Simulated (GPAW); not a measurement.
Hf, 2 atoms in the cell. The structure is hexagonal, space group P6_3/mmc (No. 194). The conventional cell has a = 3.197 Å, b = 3.197 Å, c = 5.058 Å, α = 90.00°, β = 90.00°, γ = 120.00°. Hf (site symmetry -6m2) is surrounded by 12 Hf at 3.13 to 3.20 Å. 

| Quantity | Value |
| --- | --- |
| Program | GPAW 26.7.0 |
| Task | single point |
| Functional | PBE |
| Potentials or basis | GPAW PAW data sets (gpaw-data 1.2.1) |
| Cutoff | 600 eV |
| Basis | pw |
| k mesh | 10 × 10 × 5 |
| Occupations | gaussian, width 0.017 eV |
| Spin | no spin polarisation |
| Maxiter | 150 |

Potentials or basis: GPAW PAW data sets (gpaw-data 1.2.1), pw.

Command:

```sh
$ OMP_NUM_THREADS=1 python run.py
```

Hardware: 1 thread of Intel(R) Xeon(R) Platinum 8259CL CPU @ 2.50GHz (Skylake/Cascade Lake) (shared host).

**Question.** Estimate the wall time of this run.

**Answer.** Wall time 28 s on 1 thread of Intel(R) Xeon(R) Platinum 8259CL CPU @ 2.50GHz (Skylake/Cascade Lake) (shared host), peak memory 0.19 GiB. Counts: scf iterations 9, plane waves 1518, bands 24, k points 58.
